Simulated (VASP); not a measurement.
# Ge (I4_1/amd) in VASP: further runs

One crystal, Ge, is run at these levels: PBE; tasks: single point, relaxation of cell and atoms.

Program: VASP 6.6.1. These are calculated values, not measurements. Logs are shortened: lines on timing, memory, paths and dates and some standing lists are left out, and cuts for length are marked.

### Step 1. The structure

Symmetry: I4_1/amd, No. 141, tetragonal system. Conventional cell: a = 5.012 Å, b = 5.012 Å, c = 2.749 Å, α = 90.00°, β = 90.00°, γ = 90.00°. Ge (site symmetry -4m2) is surrounded by 6 Ge at 2.60 to 2.75 Å.

This isn't the form of Ge at room conditions, which is diamond.

### Step 2. Single point, PBE

The input, INCAR:

```
SYSTEM = Ge
  PREC = Accurate
  ENCUT = 520
  EDIFF = 1E-6
  ISMEAR = -1
  SIGMA = 0.1
  LREAL = .FALSE.
  LASPH = .TRUE.
  NELM = 100
  ALGO = Fast
  ISIF = 2
  LWAVE = .FALSE.
  LCHARG = .FALSE.
  GGA = PE
  NBANDS = 21
```

The input, KPOINTS:

```
Automatic mesh
0
G
  18 18 18
  0 0 0
```

The input, POSCAR:

```
Ge
1.0
   -2.5062350723      2.5062350723      1.3745058511
    2.5062350723     -2.5062350723      1.3745058511
    2.5062350723      2.5062350723     -1.3745058511
Ge
2
Direct
    0.2500000000      0.7500000000      0.5000000000
    0.5000000000      0.5000000000      0.0000000000
```

Potentials or basis: VASP PAW PBE potentials, release 64 (Ge_d).

Launch:

```console
$ cat potpaw_PBE.64/Ge_d/POTCAR > POTCAR
$ mpirun -np 1 vasp_std > vasp.out
```

OUTCAR:

```text
SYSTEM = Ge
   PREC = Accurate
   ENCUT = 520
   EDIFF = 1E-6
   ISMEAR = -1
   LREAL = .FALSE.
   LASPH = .TRUE.
   NELM = 100
   ISIF = 2
   GGA = PE

 ion  position               nearest neighbor table
   1  0.250  0.750  0.500-   2 2.60   2 2.60   2 2.60   2 2.60
   2  0.500  0.500  0.000-   1 2.60   1 2.60   1 2.60   1 2.60

  LATTYP: Found a body centered tetragonal cell.
 ALAT       =     5.0124701446
 C/A-ratio  =     0.5484345289

  Lattice vectors:

 A1 = (  -2.5062350723,   2.5062350723,   1.3745058511)
 A2 = (   2.5062350723,  -2.5062350723,   1.3745058511)
 A3 = (   2.5062350723,   2.5062350723,  -1.3745058511)

Analysis of symmetry for initial positions (statically):
=====================================================================
 Subroutine PRICEL returns:
 Original cell was already a primitive cell.

 Routine SETGRP: Setting up the symmetry group for a
 body centered tetragonal supercell.

 Subroutine GETGRP returns: Found 16 space group operations
 (whereof  8 operations were pure point group operations)
 out of a pool of 16 trial point group operations.

The static configuration has the point symmetry D_2d.
 The point group associated with its full space group is D_4h.

Analysis of symmetry for dynamics (positions and initial velocities):
=====================================================================
 Subroutine PRICEL returns:
 Original cell was already a primitive cell.

 Routine SETGRP: Setting up the symmetry group for a
 body centered tetragonal supercell.

 Subroutine GETGRP returns: Found 16 space group operations
 (whereof  8 operations were pure point group operations)
 out of a pool of 16 trial point group operations.

The dynamic configuration has the point symmetry D_2d.
 The point group associated with its full space group is D_4h.

 Subroutine INISYM returns: Found 16 space group operations
 (whereof  8 operations are pure point group operations),
 and found     1 'primitive' translations

----------------------------------------------------------------------------------------

                                     Primitive cell

  volume of cell :      34.5343

  direct lattice vectors                    reciprocal lattice vectors
    -2.506235072  2.506235072  1.374505851     0.000000000  0.199502435  0.363767095
     2.506235072 -2.506235072  1.374505851     0.199502435  0.000000000  0.363767095
     2.506235072  2.506235072 -1.374505851     0.199502435  0.199502435  0.000000000

  length of vectors
     3.801538479  3.801538479  3.801538479     0.414882780  0.414882780  0.282139050

  position of ions in fractional coordinates (direct lattice)
     0.250000000  0.750000000  0.500000000
     0.500000000  0.500000000  0.000000000

  ion indices of the primitive-cell ions
   primitive index   ion index
                 1           1
                 2           2

----------------------------------------------------------------------------------------

 KPOINTS: Automatic mesh

Automatic generation of k-mesh.
 Grid dimensions read from file:
 generate k-points for:   18   18   18

 Generating k-lattice:

  Cartesian coordinates                     Fractional coordinates (reciprocal lattice)
     0.000000000  0.011083469  0.020209283     0.055555556  0.000000000  0.000000000
     0.011083469  0.000000000  0.020209283     0.000000000  0.055555556  0.000000000
     0.011083469  0.011083469  0.000000000     0.000000000  0.000000000  0.055555556

  Length of vectors
     0.023049043  0.023049043  0.015674392

  Shift w.r.t. Gamma in fractional coordinates (k-lattice)
     0.000000000  0.000000000  0.000000000

 Subroutine IBZKPT returns following result:
 ===========================================

 Found    480 irreducible k-points:

 Following reciprocal coordinates:
            Coordinates               Weight
  0.000000  0.000000  0.000000      1.000000
  0.055556 -0.000000  0.000000      8.000000
  0.111111 -0.000000  0.000000      8.000000
  0.166667  0.000000  0.000000      8.000000
  0.222222 -0.000000  0.000000      8.000000
  0.277778 -0.000000  0.000000      8.000000
[... 16 lines left out ...]
 -0.277778  0.055556 -0.000000     16.000000
 -0.222222  0.055556 -0.000000     16.000000
 [... further k-points ...]
   k-points           NKPTS =    480   k-points in BZ     NKDIM =    480   number of bands    NBANDS=     21
   number of dos      NEDOS =    301   number of ions     NIONS =      2
   total plane-waves  NPLWV =  21952
   dimension x,y,z NGX =    28 NGY =   28 NGZ =   28
   dimension x,y,z NGXF=    56 NGYF=   56 NGZF=   56
   ions per type =               2
   NGX,Y,Z   is equivalent  to a cutoff of  12.24, 12.24, 12.24 a.u.
   NGXF,Y,Z  is equivalent  to a cutoff of  24.49, 24.49, 24.49 a.u.
 SYSTEM =  Ge
   PREC   = accura    normal or accurate (medium, high low for compatibility)
   ISTART =      0    job   : 0-new  1-cont  2-samecut
   ICHARG =      2    charge: 1-file 2-atom 10-const
   ISPIN  =      1    spin polarized calculation?
   LNONCOLLINEAR =      F non collinear calculations
   LSORBIT =      F    spin-orbit coupling
   LASPH  =      T    aspherical Exc in radial PAW
   ENCUT  =  520.0 eV  38.22 Ry    6.18 a.u.   7.07  7.07  7.07*2*pi/ulx,y,z
   NELM   =    100;   NELMIN=  2; NELMDL= -5     # of ELM steps
   EDIFF  = 0.1E-05   stopping-criterion for ELM
   LREAL  =      F    real-space projection
   EDIFFG = 0.1E-04   stopping-criterion for IOM
   NSW    =      0    number of steps for IOM
   IBRION =     -1    ionic relax: 0-MD 1-quasi-New 2-CG
   NFREE  =      0    steps in history (QN), initial steepest desc. (CG)
   ISIF   =      2    stress and relaxation
   ISYM   =      2    0-nonsym 1-usesym 2-fastsym
   POTIM  = 0.5000    time-step for ionic-motion
   TEBEG  =    0.0;   TEEND  =   0.0 temperature during run
   PSTRESS=    0.0 pullay stress
   NELECT =      28.0000    total number of electrons
   NUPDOWN=      -1.0000    fix difference up-down
   EMIN   =  10.00;   EMAX   =-10.00  energy-range for DOS
   EFERMI =   0.00;   METHOD = LEGACY
   ISMEAR =    -1;   SIGMA  =   0.10  broadening in eV -4-tet -1-fermi 0-gaus
   EFERMI_NEDOS =   21; number of points for ismear=-14 and -15
   IALGO  =     68    algorithm
   IMIX   =      4    mixing-type and parameters
     AMIX     =   0.40;   BMIX     =  1.00
     AMIX_MAG =   1.60;   BMIX_MAG =  1.00
  volume/ion in A,a.u.               =      17.27       116.52
  Fermi-wavevector in a.u.,A,eV,Ry     =   1.526549  2.884760 31.706366  2.330352
  Thomas-Fermi vector in A             =   2.634567
   LORBIT       =      0    0 simple, 1 ext, 2 COOP (PROOUT), +10 PAW based schemes
   GGA     = PE    functional components
   LHFCALC =     F    Hartree Fock is set to
   AEXX    =    0.0000 exact exchange contribution
   IVDW    =     0    specifies the selected vdW correction
   LEPSILON=     F    determine dielectric tensor
   LRPA    =     F    only Hartree local field effects (RPA)
 non-spin polarized calculation
 RMM-DIIS sequential band-by-band and
  energy-cutoff  :      520.00
  volume of cell :       34.53
 maximum number of plane-waves:       951
   NGX = 15   NGY = 15   NGZ = 15

 number of electron      27.9999982 magnetization

 Free energy of the ion-electron system (eV)
  ---------------------------------------------------
  ext. energy  EPLUGINS =         0.00000000
  ---------------------------------------------------
  free energy    TOTEN  =        -8.47304970 eV

  energy without entropy =       -8.44926389  energy(sigma->0) =       -8.46115679

 E-fermi :   7.6177     XC(G=0): -11.6801

 val. band max:        7.6137607997   @ k =  -0.4444   0.4444   0.0000
 cond. band min:       7.6177741140   @ k =   0.3333   0.1667   0.0000
 fundamental gap:      0.0040133143
 Fermi energy:         7.6176775928

 k-point     1 :       0.0000    0.0000    0.0000
  band No.  band energies     occupation
      1     -17.2365      2.00000
      2     -17.1723      2.00000
      3     -17.1477      2.00000
      4     -17.1354      2.00000
      5     -17.0134      2.00000
      6     -17.0134      2.00000
[... 13 lines left out ...]
     20      19.6629      0.00000
     21      20.5796      0.00000

 k-point     2 :       0.0556   -0.0000    0.0000
  band No.  band energies     occupation
      1     -17.2351      2.00000
      2     -17.1676      2.00000
      3     -17.1457      2.00000
      4     -17.1295      2.00000
      5     -17.0179      2.00000
      6     -17.0174      2.00000
[... 13 lines left out ...]
     20      19.6754      0.00000
     21      20.7593      0.00000

 k-point     3 :       0.1111   -0.0000    0.0000
  band No.  band energies     occupation
      1     -17.2306      2.00000
      2     -17.1544      2.00000
      3     -17.1398      2.00000
      4     -17.1136      2.00000
      5     -17.0280      2.00000
      6     -17.0243      2.00000
[... 13 lines left out ...]
     20      18.9556      0.00000
     21      19.4357      0.00000

 k-point     4 :       0.1667    0.0000    0.0000
  band No.  band energies     occupation
      1     -17.2233      2.00000
      2     -17.1358      2.00000
      3     -17.1308      2.00000
      4     -17.0933      2.00000
      5     -17.0410      2.00000
      6     -17.0277      2.00000
[... 13 lines left out ...]
     20      17.8774      0.00000
     21      18.7312      0.00000

 k-point     5 :       0.2222   -0.0000    0.0000
  band No.  band energies     occupation
      1     -17.2140      2.00000
      2     -17.1202      2.00000
      3     -17.1175      2.00000
      4     -17.0791      2.00000
      5     -17.0547      2.00000
      6     -17.0232      2.00000
[... 13 lines left out ...]
     20      16.9778      0.00000
     21      18.7492      0.00000
[... 382 lines left out ...]
     20      16.8932      0.00000
     21      19.7421      0.00000

 k-point    22 :      -0.3333    0.0556   -0.0000
  band No.  band energies     occupation
      1     -17.1974      2.00000
      2     -17.1105      2.00000
      3     -17.1047      2.00000
      4     -17.0906      2.00000
      5     -17.0600      2.00000
      6     -17.0314      2.00000
[... 13 lines left out ...]
     20      16.8028      0.00000
     21      19.0337      0.00000

 k-point    23 :      -0.2778    0.0556   -0.0000
  band No.  band energies     occupation
      1     -17.2069      2.00000
      2     -17.1213      2.00000
      3     -17.1138      2.00000
      4     -17.0890      2.00000
      5     -17.0515      2.00000
      6     -17.0236      2.00000
[... 13 lines left out ...]
     20      17.4105      0.00000
     21      18.5970      0.00000

 k-point    24 :      -0.2222    0.0556   -0.0000
  band No.  band energies     occupation
      1     -17.2167      2.00000
      2     -17.1385      2.00000
      3     -17.1245      2.00000
      4     -17.1008      2.00000
      5     -17.0393      2.00000
      6     -17.0211      2.00000
[... 13 lines left out ...]
     20      18.1837      0.00000
     21      18.6946      0.00000

 [... further k-points ...]
[... 5 lines left out ...]
  --------------------------------------------------------------------------------------
  -------------------------------------------------------------------------------------
  Total        2.2123198      2.2123198      2.2107099      0.0000000      0.0000000      0.0000000
  in kB      102.6380273    102.6380273    102.5633374      0.0000000      0.0000000      0.0000000
  external PRESSURE =     102.6131307 kB  Pullay stress =       0.0000000 kB

 VOLUME and BASIS-vectors are now :
 -----------------------------------------------------------------------------
  energy-cutoff  :      520.00
  volume of cell :       34.53
      direct lattice vectors                 reciprocal lattice vectors
    -2.506235072  2.506235072  1.374505851     0.000000000  0.199502435  0.363767095
     2.506235072 -2.506235072  1.374505851     0.199502435  0.000000000  0.363767095
     2.506235072  2.506235072 -1.374505851     0.199502435  0.199502435  0.000000000

 POSITION                                       TOTAL-FORCE (eV/Angst)
 -----------------------------------------------------------------------------------
      2.50624      0.00000      0.68725        -0.000000      0.000000      0.000000
      0.00000      0.00000      1.37451         0.000000     -0.000000     -0.000000
 -----------------------------------------------------------------------------------
    total drift:                                0.000000     -0.000000      0.000000

  FREE ENERGIE OF THE ION-ELECTRON SYSTEM (eV)
  ---------------------------------------------------
  free  energy   TOTEN  =        -8.4730496963 eV

  energy  without entropy=       -8.4492638868  energy(sigma->0) =       -8.46115679
```

Wall time 4.6 min (1 thread of Intel Xeon Platinum 8488C (Sapphire Rapids), shared host); peak memory 0.37 GiB.

Results:

```
Free energy            : -8.4730 eV
Pressure               : 10.3 GPa
Band gap on the k mesh : none (metal or under the smearing width)
```

(Continued in part 2 of 2.)
